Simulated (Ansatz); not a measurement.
Runs of Ansatz 0.2.0 on CuAu. It takes space group R-3m (No. 166, trigonal). The conventional cell has a = 2.886 Å, b = 2.886 Å, c = 12.769 Å, α = 90.00°, β = 90.00°, γ = 120.00°. Au (site symmetry -3m) is surrounded by 6 Cu at 2.70 Å and 6 Au at 2.89 Å. Cu (site symmetry -3m) is surrounded by 6 Au at 2.70 Å and 6 Cu at 2.89 Å. The cell comes from a database or a generator and needn't be the stable form of this composition.

| level | cutoff (eV) | gap on the mesh (eV) | pressure (GPa) |
| --- | --- | --- | --- |
| LDA | 420 | none | (a) |
| HSE06 | 420 | none | -1.7 |
| r2SCAN | 500 | none | -4.4 |
| PBEsol | 420 | none | -7.7 |
| PBE0 | 420 | none | -1.7 |

Alike in all rows: task projected density of states; potentials or basis Ansatz PAW; no spin polarisation; cell as given; k mesh 6 × 6 × 6; smearing fermi-dirac 0.05 eV; the mesh is coarse, so values aren't converged.

Q: Estimate the missing entries.

A: (a) -12.4.

Caveats: all runs use coarse meshes; the PAW data sets come from PBE, with cores solved anew for the run's functional, which leaves a small shift of forces and pressure; the thresholds are loose for stress (some runs).

A k mesh can miss the band edges, and the runs leave out spin-orbit coupling on Au.

A gap of «none» marks a metal or a gap under the smearing width.
